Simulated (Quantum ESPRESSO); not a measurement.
# CdS (Hawleyite) (F-43m) in Quantum ESPRESSO: notebook, part 2 of 2

Quantum ESPRESSO 7.5.

### 3 Relaxation of cell and atoms, LDA, target pressure 30 GPa, at which the enthalpy is minimised

The input, pw.in:

```
&CONTROL
  calculation = 'vc-relax'
  prefix = 'pwscf'
  outdir = './tmp'
  pseudo_dir = './pseudo'
  tprnfor = .true.
  tstress = .true.
  disk_io = 'low'
  nstep = 40
  forc_conv_thr = 0.0004
  etot_conv_thr = 1d-05
/
&SYSTEM
  ibrav = 0
  nat = 2
  ntyp = 2
  ecutwfc = 69
  ecutrho = 552
  nbnd = 15
  input_dft = 'pz'
  occupations = 'smearing'
  smearing = 'fd'
  degauss = 0.00367493
/
&ELECTRONS
  conv_thr = 4d-10
  electron_maxstep = 120
  mixing_beta = 0.5
/
&IONS
  ion_dynamics = 'bfgs'
/
&CELL
  cell_dynamics = 'bfgs'
  press = 300
  press_conv_thr = 0.3
/
ATOMIC_SPECIES
Cd   112.4140 Cd.pbe-dn-rrkjus_psl.0.3.1.UPF
S     32.0600 s_pbe_v1.4.uspp.F.UPF
CELL_PARAMETERS bohr
   0.0000000000    5.5113862425    5.5113862425
   5.5113862425    0.0000000000    5.5113862425
   5.5113862425    5.5113862425    0.0000000000
ATOMIC_POSITIONS bohr
Cd     0.0000000000    0.0000000000    0.0000000000
S      8.2670793637    8.2670793637    8.2670793637
K_POINTS automatic
8 8 8 0 0 0
```

Potentials or basis: SSSP 1.3 efficiency PBE.

Launch:

```sh
$ OMP_NUM_THREADS=1 pw.x -in pw.in > pw.out
```

pw.out:

```text
This program is part of the open-source Quantum ESPRESSO suite
     for quantum simulation of materials; please cite
         "P. Giannozzi et al., J. Phys.:Condens. Matter 21 395502 (2009);
         "P. Giannozzi et al., J. Phys.:Condens. Matter 29 465901 (2017);
         "P. Giannozzi et al., J. Chem. Phys. 152 154105 (2020);
     in publications or presentations arising from this work. More details at

     file Cd.pbe-dn-rrkjus_psl.0.3.1.UPF: wavefunction(s)  4D renormalized

     IMPORTANT: XC functional enforced from input :
     Exchange-correlation= PZ
                           (   1   1   0   0   0   0   0)
     Any further DFT definition will be discarded
     Please, verify this is what you really want

     Message from routine setup:
     using ibrav=0 with symmetry is DISCOURAGED, use correct ibrav instead

     G-vector sticks info
     --------------------
     sticks:   dense  smooth     PW     G-vecs:    dense   smooth      PW
     Sum        2299    1159    349                73001    25893    4279

     Using Slab Decomposition

     bravais-lattice index     =            0
     lattice parameter (alat)  =       7.7943  a.u.
     unit-cell volume          =     334.8209 (a.u.)^3
     number of atoms/cell      =            2
     number of atomic types    =            2
     number of electrons       =        18.00
     number of Kohn-Sham states=           15
     kinetic-energy cutoff     =      69.0000  Ry
     charge density cutoff     =     552.0000  Ry
     scf convergence threshold =      4.0E-10
     mixing beta               =       0.5000
     number of iterations used =            8  plain     mixing
     energy convergence thresh.=      1.0E-05
     force convergence thresh. =      4.0E-04
     press convergence thresh. =      3.0E-01
     Exchange-correlation= PZ
                           (   1   1   0   0   0   0   0)
     nstep                     =           40

     celldm(1)=   7.794277  celldm(2)=   0.000000  celldm(3)=   0.000000
     celldm(4)=   0.000000  celldm(5)=   0.000000  celldm(6)=   0.000000

     crystal axes: (cart. coord. in units of alat)
               a(1) = (   0.000000   0.707107   0.707107 )
               a(2) = (   0.707107   0.000000   0.707107 )
               a(3) = (   0.707107   0.707107   0.000000 )

     reciprocal axes: (cart. coord. in units 2 pi/alat)
               b(1) = ( -0.707107  0.707107  0.707107 )
               b(2) = (  0.707107 -0.707107  0.707107 )
               b(3) = (  0.707107  0.707107 -0.707107 )

[... 1689 lines left out ...]
     press convergence thresh. =      3.0E-01
     Exchange-correlation= PZ
                           (   1   1   0   0   0   0   0)

     celldm(1)=   7.794277  celldm(2)=   0.000000  celldm(3)=   0.000000
     celldm(4)=   0.000000  celldm(5)=   0.000000  celldm(6)=   0.000000

     crystal axes: (cart. coord. in units of alat)
               a(1) = (  -0.000000   0.643912   0.643912 )
               a(2) = (   0.643912  -0.000000   0.643912 )
               a(3) = (   0.643912   0.643912   0.000000 )

     reciprocal axes: (cart. coord. in units 2 pi/alat)
               b(1) = ( -0.776504  0.776504  0.776504 )
               b(2) = (  0.776504 -0.776504  0.776504 )
               b(3) = (  0.776504  0.776504 -0.776504 )

     PseudoPot. # 1 for Cd read from file:
     Cd.pbe-dn-rrkjus_psl.0.3.1.UPF
     Pseudo is Ultrasoft + core correction, Zval = 12.0
     Generated using "atomic" code by A. Dal Corso  v.5.0.99 svn rev. 10869
     Using radial grid of 1239 points,  6 beta functions with:
                l(1) =   0
                l(2) =   0
                l(3) =   1
                l(4) =   1
                l(5) =   2
                l(6) =   2
     Q(r) pseudized with 0 coefficients

     PseudoPot. # 2 for S  read from file:
     s_pbe_v1.4.uspp.F.UPF
     Pseudo is Ultrasoft + core correction, Zval =  6.0
     Generated by new atomic code, or converted to UPF format
     Using radial grid of  907 points,  6 beta functions with:
                l(1) =   0
                l(2) =   0
                l(3) =   1
                l(4) =   1
                l(5) =   2
                l(6) =   2
     Q(r) pseudized with  8 coefficients,  rinner =    1.300   1.300   1.300
                                                       1.300   1.300

     atomic species   valence    mass     pseudopotential
     Cd               12.00   112.41400     Cd( 1.00)
     S                 6.00    32.06000     S ( 1.00)

     24 Sym. Ops. (no inversion) found

   Cartesian axes

     site n.     atom                  positions (alat units)
         1        Cd     tau(   1) = (  -0.0000000  -0.0000000   0.0000000  )
         2        S      tau(   2) = (   0.9658673   0.9658673   0.9658673  )

     number of k points=    29  Fermi-Dirac smearing, width (Ry)=  0.0037
                       cart. coord. in units 2pi/alat
        k(    1) = (   0.0000000   0.0000000   0.0000000), wk =   0.0039062
        k(    2) = (   0.0970630   0.0970630  -0.0970630), wk =   0.0312500
        k(    3) = (   0.1941261   0.1941261  -0.1941261), wk =   0.0312500
        k(    4) = (   0.2911891   0.2911891  -0.2911891), wk =   0.0312500
        k(    5) = (  -0.3882521  -0.3882521   0.3882521), wk =   0.0156250
        k(    6) = (   0.1941261   0.0000000  -0.0000000), wk =   0.0234375
[... 21 lines left out ...]
        k(   28) = (  -0.7765042   0.1941261  -0.0000000), wk =   0.0468750
        k(   29) = (  -0.7765042   0.3882521   0.0000000), wk =   0.0234375

     Dense  grid:    55369 G-vectors     FFT dimensions: (  54,  54,  54)

     Smooth grid:    19603 G-vectors     FFT dimensions: (  40,  40,  40)

     Initial potential from superposition of free atoms

     starting charge      17.9951, renormalised to      18.0000
     Starting wfcs are   13 randomized atomic wfcs +    2 random wfcs

     Self-consistent Calculation

     iteration #  1     ecut=    69.00 Ry     beta= 0.50
     Davidson diagonalization with overlap
     c_bands:  1 eigenvalues not converged
     c_bands:  1 eigenvalues not converged
     c_bands:  2 eigenvalues not converged
     c_bands:  2 eigenvalues not converged
     c_bands:  1 eigenvalues not converged
     c_bands:  1 eigenvalues not converged
[... 254 lines left out ...]
          total   stress  (Ry/bohr**3)                   (kbar)     P=      300.46
   0.00204246   0.00000000  -0.00000000          300.46        0.00       -0.00
   0.00000000   0.00204246  -0.00000000            0.00      300.46       -0.00
  -0.00000000  -0.00000000   0.00204246           -0.00       -0.00      300.46

=------------------------------------------------------------------------------=
   JOB DONE.
=------------------------------------------------------------------------------=
```

Run time: 3.9 min. Hardware: 1 thread of Arm Neoverse V2, shared host; peak memory 0.31 GiB.

What came out:

```
Free energy                                            : -1983.6022 eV
Relaxed volume                                         : 18.73 Å³/atom
Relaxed cell                                           : a = 3.756 Å, b = 3.756 Å, c = 3.756 Å, α = 60.00°, β = 60.00°, γ = 60.00°
Space group after relaxing (to 0.05 Å)                 : F-43m (No. 216)
Energy change on relaxing (the enthalpy is what falls) : +387.2 meV/atom
Ionic steps                                            : 6
Pressure after relaxing                                : 30.0 GPa
Band gap on the k mesh                                 : 1.30 eV, direct
```

Step by step:
| step | energy change (eV) | largest force (eV/Å) | pressure (GPa) | volume (Å³) |
| --- | --- | --- | --- | --- |
| 1 | 0.0000 | 0.0000 | -2.02 | 49.62 |
| 2 | 0.2008 | 0.0000 | 12.57 | 41.95 |
| 3 | 1.2223 | 0.0000 | 41.68 | 35.45 |
| 4 | 0.7135 | 0.0000 | 28.34 | 37.80 |
| 5 | 0.7698 | 0.0000 | 29.88 | 37.49 |
| 6 | 0.7744 | 0.0000 | 30.00 | 37.47 |

Final structure:
```yaml
crystal:
  lattice:
    - [0.00000, 2.65585, 2.65585]
    - [2.65585, 0.00000, 2.65585]
    - [2.65585, 2.65585, 0.00000]
  atoms:
    - { symbol: Cd, position: [0.00000, 0.00000, 0.00000] }
    - { symbol: S, position: [0.75000, 0.75000, 0.75000] }
```

Caveat: the potentials were made for another functional, which shifts forces and pressure; the volume moved by over 15 % at a fixed basis, so the end points are rough.
